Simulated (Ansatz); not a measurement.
Runs of Ansatz 0.2.0 on CdSe. Symmetry: F-43m, No. 216, cubic system. The conventional cell has a = 6.141 Å, b = 6.141 Å, c = 6.141 Å, α = 90.00°, β = 90.00°, γ = 90.00°. Cd (site symmetry -43m) is surrounded by 4 Se at 2.66 Å. Around Se (site symmetry -43m) lie 4 Cd at 2.66 Å. Measurements of this composition are mostly on another form, of space group No. 186.

```csv
task,level,cell,smearing,gap on the mesh (eV),pressure (GPa),relaxed volume (Å³/atom)
relaxation of cell and atoms,BLYP+D3(BJ),relaxed,fermi-dirac 0.05 eV,0.50,0.0,28.58
single point,PBE,as given,gaussian 0.029 eV,0.55,1.3,-
relaxation of cell and atoms,BLYP+D4,relaxed,fermi-dirac 0.05 eV,(a),0.0,29.06
single point,PBE,as given,gaussian 0.03 eV,0.55,1.3,-
```

Alike in all rows: potentials or basis Ansatz PAW; no spin polarisation; k mesh 8 × 8 × 8; cutoff (eV) 420.

Q: Fill in the values left out.

A: (a) 0.46.

Caveats: the plane-wave basis is chosen anew once the cell has moved, so the energies of steps on either side of that aren't comparable (some runs); the PAW data sets come from PBE, with cores solved anew for the run's functional, which leaves a small shift of forces and pressure (some runs).

A k mesh can miss the band edges, and the runs leave out spin-orbit coupling on Cd, Se.
